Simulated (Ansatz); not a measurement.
**HgS: levels with and without spin–orbit coupling**

```
Hg S
1.0
     0.00000    2.92900    2.92900
     2.92900    0.00000    2.92900
     2.92900    2.92900    0.00000
Hg S
1 1
Cartesian
  0.0000 0.0000 0.0000
  4.3935 4.3935 4.3935
```

Atom numbers follow the list: Hg1, S2.

The cell is COD entry 1011368, as deposited and not checked against the literature; nothing was relaxed.

Levels of theory: DFT, PBE, all-electron LAPW, scalar-relativistic (Ansatz 0.2.0); DFT, PBE, all-electron LAPW, Dirac equation with spin-orbit coupling (Ansatz 0.2.0).

The runs use a Γ-centred 8×8×8 k mesh, Fermi–Dirac smearing of 0.02 eV, basis error target 1 meV/atom, no spin polarisation.

Levels between -4 and 3 eV, each run counted from its own valence-band top where it has a gap, else its Fermi level. Scalar levels are listed once for both spins; with the coupling every spinor state is counted. Levels near the edges of the range can cross them.

(1) At Γ (0.000, 0.000, 0.000) the scalar-relativistic levels are -0.46, -0.01 (×3). What are they with spin–orbit coupling?

(2) At L (0.000, 0.000, 0.500) the scalar-relativistic levels are -0.99 (×2), 1.59. What are they with spin–orbit coupling?

(3) At K (-0.375, 0.000, 0.375) the scalar-relativistic levels are -2.87, -1.89. What are they with spin–orbit coupling?

(4) Without the coupling the gap is zero. And with it?

Results:

(1) -0.41 (×2), 0.00 (×4), 0.11 (×2).

(2) -0.97 (×2), -0.94 (×2), 1.63 (×2).

(3) -3.00, -2.68, -1.90, -1.81.

(4) 0.11 eV, direct at Γ (so small a gap may close at points that the mesh and path miss).
